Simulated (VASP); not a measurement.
# Sc (Fm-3m) in VASP: a series of runs

Runs on Sc. Level: PBEsol. Tasks: single point.

All numbers are computed with VASP 6.6.1; they aren't measurements. Logs are shortened: lines on timing, memory, paths and dates and some standing lists are left out, and cuts for length are marked.

## 1. The structure

It takes space group Fm-3m (No. 225, cubic). The conventional cell has a = 4.541 Å, b = 4.541 Å, c = 4.541 Å, α = 90.00°, β = 90.00°, γ = 90.00°. Around Sc (site symmetry m-3m) lie 12 Sc at 3.21 Å.

This isn't the form of Sc at room conditions, which is hcp.

## 2. Single point, PBEsol

INCAR reads:

```
SYSTEM = Sc
PREC = Accurate
ENCUT = 520
EDIFF = 1E-6
ISMEAR = 0
SIGMA = 0.15
LREAL = .FALSE.
LASPH = .TRUE.
NELM = 100
ALGO = Fast
ISIF = 2
LWAVE = .FALSE.
LCHARG = .FALSE.
GGA = PS
NBANDS = 12
```

KPOINTS reads:

```
regular mesh
0
G
  20 20 20
  0 0 0
```

POSCAR reads:

```
Sc
1.0
    0.0000000000      2.2705000000      2.2705000000
    2.2705000000      0.0000000000      2.2705000000
    2.2705000000      2.2705000000      0.0000000000
Sc
1
Direct
    0.0000000000      0.0000000000      0.0000000000
```

Potentials or basis: VASP PAW PBE potentials, release 64 (Sc_sv).

Started as:

```bash
$ cat potpaw_PBE.64/Sc_sv/POTCAR > POTCAR
$ mpirun -np 1 vasp_std > vasp.out
```

OUTCAR:

```text
SYSTEM = Sc
   PREC = Accurate
   ENCUT = 520
   EDIFF = 1E-6
   ISMEAR = 0
   LREAL = .FALSE.
   LASPH = .TRUE.
   NELM = 100
   ISIF = 2
   GGA = PS

 ion  position               nearest neighbor table
   1  0.000  0.000  0.000-

  LATTYP: Found a face centered cubic cell.
 ALAT       =     4.5410000000

  Lattice vectors:

 A1 = (   0.0000000000,   2.2705000000,   2.2705000000)
 A2 = (   2.2705000000,   0.0000000000,   2.2705000000)
 A3 = (   2.2705000000,   2.2705000000,   0.0000000000)

Analysis of symmetry for initial positions (statically):
=====================================================================
 Subroutine PRICEL returns:
 Original cell was already a primitive cell.

 Routine SETGRP: Setting up the symmetry group for a
 face centered cubic supercell.

 Subroutine GETGRP returns: Found 48 space group operations
 (whereof 48 operations were pure point group operations)
 out of a pool of 48 trial point group operations.

The static configuration has the point symmetry O_h .

Analysis of symmetry for dynamics (positions and initial velocities):
=====================================================================
 Subroutine PRICEL returns:
 Original cell was already a primitive cell.

 Routine SETGRP: Setting up the symmetry group for a
 face centered cubic supercell.

 Subroutine GETGRP returns: Found 48 space group operations
 (whereof 48 operations were pure point group operations)
 out of a pool of 48 trial point group operations.

The dynamic configuration has the point symmetry O_h .

 Subroutine INISYM returns: Found 48 space group operations
 (whereof 48 operations are pure point group operations),
 and found     1 'primitive' translations

----------------------------------------------------------------------------------------

                                     Primitive cell

  volume of cell :      23.4096

  direct lattice vectors                    reciprocal lattice vectors
     0.000000000  2.270500000  2.270500000    -0.220215811  0.220215811  0.220215811
     2.270500000  0.000000000  2.270500000     0.220215811 -0.220215811  0.220215811
     2.270500000  2.270500000  0.000000000     0.220215811  0.220215811 -0.220215811

  length of vectors
     3.210971893  3.210971893  3.210971893     0.381424974  0.381424974  0.381424974

  position of ions in fractional coordinates (direct lattice)
     0.000000000  0.000000000  0.000000000

[... 83 lines left out ...]
   POTIM  = 0.5000    time-step for ionic-motion
   TEBEG  =    0.0;   TEEND  =   0.0 temperature during run
   PSTRESS=    0.0 pullay stress
   NELECT =      11.0000    total number of electrons
   NUPDOWN=      -1.0000    fix difference up-down
   EMIN   =  10.00;   EMAX   =-10.00  energy-range for DOS
   EFERMI =   0.00;   METHOD = LEGACY
   ISMEAR =     0;   SIGMA  =   0.15  broadening in eV -4-tet -1-fermi 0-gaus
   EFERMI_NEDOS =   21; number of points for ismear=-14 and -15
   IALGO  =     68    algorithm
   IMIX   =      4    mixing-type and parameters
     AMIX     =   0.40;   BMIX     =  1.00
     AMIX_MAG =   1.60;   BMIX_MAG =  1.00
  volume/ion in A,a.u.               =      23.41       157.98
  Fermi-wavevector in a.u.,A,eV,Ry     =   1.272744  2.405136 22.039751  1.619876
  Thomas-Fermi vector in A             =   2.405605
   LORBIT       =      0    0 simple, 1 ext, 2 COOP (PROOUT), +10 PAW based schemes
   GGA     = PS    functional components
   LHFCALC =     F    Hartree Fock is set to
   AEXX    =    0.0000 exact exchange contribution
   IVDW    =     0    specifies the selected vdW correction
   LEPSILON=     F    determine dielectric tensor
   LRPA    =     F    only Hartree local field effects (RPA)
 non-spin polarized calculation
 RMM-DIIS sequential band-by-band and
 Gauss-broadening in eV      SIGMA  =   0.15
  energy-cutoff  :      520.00
  volume of cell :       23.41
 maximum number of plane-waves:       648
   NGX = 11   NGY = 11   NGZ = 11

 number of electron      10.9999998 magnetization

 Free energy of the ion-electron system (eV)
  ---------------------------------------------------
  ext. energy  EPLUGINS =         0.00000000
  ---------------------------------------------------
  free energy    TOTEN  =        -6.56927758 eV

  energy without entropy =       -6.54881212  energy(sigma->0) =       -6.55904485

 E-fermi :   3.9435     XC(G=0): -10.1995

 val. band max:        3.9418785936   @ k =   0.3500   0.2500   0.0000
 cond. band min:       3.9461371000   @ k =  -0.3500   0.4000   0.2000
 fundamental gap:      0.0042585064
 Fermi energy:         3.9435110471

 k-point     1 :       0.0000    0.0000    0.0000
  band No.  band energies     occupation
      1     -45.1412      2.00000
      2     -23.6119      2.00000
      3     -23.6119      2.00000
      4     -23.6119      2.00000
      5      -1.3535      2.00000
      6       5.5896      0.00000
      7       5.5896      0.00000
      8       5.5896      0.00000
      9       7.0713      0.00000
     10       7.0713      0.00000
     11      16.7483      0.00000
     12      20.3197      0.00000
[... 331 lines left out ...]
 k-point    24 :      -0.3500    0.0500    0.0000
  band No.  band energies     occupation
      1     -45.0772      2.00000
      2     -24.0110      2.00000
      3     -23.6767      2.00000
      4     -23.6609      2.00000
      5       1.4593      2.00000
      6       4.2891      0.00112
      7       5.5501      0.00000
      8       5.6361      0.00000
      9       7.5288      0.00000
     10       7.8561      0.00000
     11      12.4550      0.00000
     12      16.5986      0.00000

 [... further k-points ...]

------------------------ aborting loop because EDIFF is reached ----------------------------------------

  FORCE on cell =-STRESS in cart. coord.  units (eV):
  Direction    XX          YY          ZZ          XY          YZ          ZX
  --------------------------------------------------------------------------------------
  -------------------------------------------------------------------------------------
  Total        0.0548815      0.0548815      0.0548815      0.0000000      0.0000000      0.0000000
  in kB        3.7561422      3.7561422      3.7561422      0.0000000      0.0000000      0.0000000
  external PRESSURE =       3.7561422 kB  Pullay stress =       0.0000000 kB

 VOLUME and BASIS-vectors are now :
 -----------------------------------------------------------------------------
  energy-cutoff  :      520.00
  volume of cell :       23.41
      direct lattice vectors                 reciprocal lattice vectors
     0.000000000  2.270500000  2.270500000    -0.220215811  0.220215811  0.220215811
     2.270500000  0.000000000  2.270500000     0.220215811 -0.220215811  0.220215811
     2.270500000  2.270500000  0.000000000     0.220215811  0.220215811 -0.220215811

 POSITION                                       TOTAL-FORCE (eV/Angst)
 -----------------------------------------------------------------------------------
      0.00000      0.00000      0.00000         0.000000      0.000000      0.000000
 -----------------------------------------------------------------------------------
    total drift:                                0.000000      0.000000      0.000000

  FREE ENERGIE OF THE ION-ELECTRON SYSTEM (eV)
  ---------------------------------------------------
  free  energy   TOTEN  =        -6.5692775788 eV

  energy  without entropy=       -6.5488121243  energy(sigma->0) =       -6.55904485
```

Run time: 42 s. Hardware: 1 thread of Intel Xeon Platinum 8259CL at 2.50GHz (Skylake/Cascade Lake), shared host; peak memory 0.18 GiB.

What came out:

- Free energy: -6.5693 eV
- Pressure: 0.4 GPa
- Band gap on the k mesh: none (metal or under the smearing width)

Caveat: the PAW data sets were made with another functional, which shifts forces and pressure a little.

## 3. Single point, PBEsol

INCAR reads:

```
  ALGO = Fast
  EDIFF = 1E-7
  ENCUT = 520
  GGA = PS
  ISIF = 2
  ISMEAR = 0
  LASPH = True
  LCHARG = False
  LREAL = False
  LWAVE = False
  NBANDS = 12
  NELM = 100
  PREC = Accurate
  SIGMA = 0.15
```

KPOINTS reads:

```
k-points
0
Gamma
  18 18 18
```

POSCAR is that of step 2.

Potentials or basis: VASP PAW PBE potentials, release 64 (Sc_sv).

Started as:

```bash
$ cat potpaw_PBE.64/Sc_sv/POTCAR > POTCAR
$ mpirun -np 1 vasp_std > vasp.out
```

It took 37 s on 1 thread of Intel Xeon Platinum 8259CL at 2.50GHz (Skylake/Cascade Lake), shared host; peak memory 0.17 GiB.

Results (log left out):

| Property | Result |
| --- | --- |
| Free energy | -6.5693 eV |
| Pressure | 0.5 GPa |
| Band gap on the k mesh | none (metal or under the smearing width) |

Levels at points of the mesh, in eV from the Fermi level:
| k point | band 2 | band 3 | band 4 | band 5 | band 6 | band 7 | band 8 | band 9 |
| --- | --- | --- | --- | --- | --- | --- | --- | --- |
| (0.00, 0.00, 0.00) | -27.56 | -27.56 | -27.56 | -5.30 | 1.65 | 1.65 | 1.65 | 3.13 |
| (0.50, 0.00, 0.00) | -28.03 | -27.62 | -27.62 | -1.84 | 0.34 | 1.52 | 1.52 | 4.10 |
| (0.50, 0.50, 0.00) | -28.00 | -27.72 | -27.72 | -1.64 | -0.71 | 2.10 | 4.09 | 4.35 |

Caveat: the PAW data sets were made with another functional, which shifts forces and pressure a little.
